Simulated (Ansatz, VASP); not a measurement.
# BaTe: VASP beside Ansatz

Contents of POSCAR:

```
BaTe
1.0
    0.0000000000      3.4907046699      3.5323868345
    3.4907046699      0.0000000000      3.5323868345
    3.4907046699      3.4907046699      0.0000000000
Ba Te
1 1
Direct
    0.0000000000      0.0000000000      0.0000000000
    0.5000000000      0.5000000000      0.5000000000
```

Contents of INCAR.step1:

```
ALGO = Normal ; EDIFF = 1E-4
ENCUT = 520 ; GGA = PE
ISMEAR = 0 ; LASPH = T
LCHARG = F ; LREAL = F
LWAVE = T ; NBANDS = 15
NELM = 100 ; PREC = Accurate
SIGMA = 0.01
```

File INCAR.step2:

```
ALGO = Normal ; EDIFF = 1E-7
ENCUT = 520 ; ISIF = 2
ISMEAR = 0 ; ISTART = 1
LASPH = T ; LCHARG = T
LELF = T ; LMIXTAU = T
LREAL = F ; LVHAR = T
LWAVE = F ; METAGGA = R2SCAN
NBANDS = 15 ; NELM = 100
PREC = Accurate ; SIGMA = 0.01
```

KPOINTS

```
k-points
0
Gamma
  6 6 6
```

Input for Ansatz:

```yaml
crystal:
  lattice:
    - [0.0, 3.4907046699, 3.5323868345]
    - [3.4907046699, 0.0, 3.5323868345]
    - [3.4907046699, 3.4907046699, 0.0]
  atoms:
    - { symbol: Ba, position: [0.0, 0.0, 0.0] }
    - { symbol: Te, position: [0.5, 0.5, 0.5] }
kpoints:
  mp_grid: { grid: [6, 6, 6] }
  band_path:
    path:
      - [0.0, 0.0, 0.0]
      - [0.5, 0.0, 0.5]
      - [0.625, 0.25, 0.625]
      - [0.375, 0.375, 0.75]
      - [0.5, 0.5, 0.5]
      - [0.5, 0.25, 0.75]
    npoints: 1
hamiltonian:
  xc: r2scan
scf:
  occupations: { method: fixed }
  n_extra_bands: 4
output:
  forces: true
  stress: true
  eigenvalues: true
```

Change from the starting cell: biaxial_xy strain -1.2%.

Alike in both runs: task single point; functional r2SCAN; k mesh 6 × 6 × 6; no spin polarisation.

|  | VASP | Ansatz |
| --- | --- | --- |
| version | VASP 6.6.1 | Ansatz 0.2.0 |
| potentials or method | VASP PAW PBE potentials, release 64 (Ba_sv, Te) | plane waves, PAW |
| plane-wave cutoff (eV) | 520 | 500 |
| occupations | gaussian, width 0.01 eV | fixed |
| valence electrons in the cell | 16 | 26 |

Ansatz gave:

* gap on the k mesh at the Fermi level (eV): 1.95
* pressure (GPa): 0.8
* largest component of the traceless stress (GPa): 0.55

Problem. What did VASP give for the same quantities?

Solution. gap on the k mesh at the Fermi level (eV): 1.87; pressure (GPa): 1.1; largest component of the traceless stress (GPa): 0.58.

The two sets of potentials don't hold the same shells in valence.

Caveats: the PAW data sets were made with another functional, which shifts forces and pressure a little (VASP); spin-orbit coupling is left out, which moves the levels of the heavy elements. A k mesh can miss the band edges.
